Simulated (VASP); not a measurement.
A run of VASP 6.6.1 is set up as follows.

The input INCAR:

```
ALGO     = Normal         # electronic algorithm
EDIFF    = 1E-6           # SCF threshold, eV
ENCUT    = 520            # plane-wave cutoff, eV
ISIF     = 2              # what is computed and relaxed
ISMEAR   = -1             # smearing method
LASPH    = T              # aspherical terms in the spheres
LCHARG   = F              # write CHGCAR
LREAL    = F              # projectors in reciprocal space
LWAVE    = F              # write WAVECAR
NBANDS   = 14             # bands
NELM     = 80             # most SCF steps
PREC     = Accurate       # precision mode
SIGMA    = 0.1            # smearing width, eV
```

The input KPOINTS:

```
k-points
0
Gamma
  14 14 4
```

File POSCAR:

```
Li
1.0
    2.9565900454      0.0000000000      0.0000000000
   -1.4782950227      2.5604820879      0.0000000000
    0.0000000000      0.0000000000      9.6284329377
Li
4
Direct
    1.0000000000      1.0000000000      0.0000000000
    1.0000000000      1.0000000000      0.5000000000
    0.3333333333      0.6666666667      0.2500000000
    0.6666666667      0.3333333333      0.7500000000
```

Potentials or basis: VASP PAW LDA potentials, release 64 (Li_sv).

Launch:

```sh
$ cat potpaw_LDA.64/Li_sv/POTCAR > POTCAR
$ mpirun -np 1 vasp_std > vasp.out
```

Problem. Estimate the band gap on the k mesh.

Solution. None (metal or under the smearing width).
